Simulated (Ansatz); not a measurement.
HfO2 under changes of volume

One of the cells (11.532 Å³/atom); the others are scaled copies at fixed shape and fractional positions:

```
CELL_PARAMETERS angstrom
5.11800 0.00000 0.00000
0.00000 5.18570 0.00000
-0.85866 0.00000 5.21387
ATOMIC_POSITIONS crystal
Hf 0.27550 0.46030 0.70800
Hf 0.72450 0.96030 0.79200
Hf 0.72450 0.53970 0.29200
Hf 0.27550 0.03970 0.20800
O 0.07420 0.16840 0.84670
O 0.92580 0.66840 0.65330
O 0.92580 0.83160 0.15330
O 0.07420 0.33160 0.34670
O 0.44870 0.74190 0.98010
O 0.55130 0.24190 0.51990
O 0.55130 0.25810 0.01990
O 0.44870 0.75810 0.48010
```

| Quantity | Value |
| --- | --- |
| Program | Ansatz 0.2.0 |
| Functional | PBE |
| Potentials or basis | SPMS NC |
| Cutoff | 1034 eV (not typed: the program's choice for these potentials) |
| k mesh | 5 × 5 × 5 |
| Occupations | fermi-dirac, width 0.05 eV |
| Spin | no spin polarisation |

```tsv
volume (Å³/atom)	energy over the lowest point (meV/atom)	pressure (GPa)	gap on the mesh (eV)	largest force (eV/Å)
10.840	53.68	21.2	4.44	0.659
11.070	27.88	14.8	4.36	0.581
11.301	10.89	8.9	4.29	0.512
11.532	1.86	3.7	4.22	0.451
11.762	0.00	-1.0	4.15	0.400
11.993	?	?	?	?
12.223	15.07	-9.2	4.01	0.325
```

**Question.** What does the run at 11.993 Å³/atom give?

**Answer.** Energy over the lowest point 4.62 meV/atom; pressure -5.3 GPa; gap on the mesh 4.08 eV; largest force 0.357 eV/Å.

Worked out: A Birch-Murnaghan fit of order 3 (a polynomial in V^(-2/3)) to the other rows has its minimum at 11.71 Å³/atom with B0 = V·E''(V) = 233 GPa and B' = 4.3 at fixed shape and positions, which overstates the stiffness. It gives 4.64 meV/atom at 11.993 Å³/atom, against the run's 4.62, and -dE/dV = -5.3 GPa, against -5.3. A straight line through the other rows of the gap, of slope -3.55 eV per unit of ln V, gives 4.08 eV, against the run's 4.08.

Energies are extrapolated to zero smearing.

Caveats: odd divisions of the mesh miss points on the zone boundary, where band edges often lie, so the gap on the mesh can be too wide; spin-orbit coupling is left out, which moves the levels of the heavy elements.

A mesh can miss the band edges.
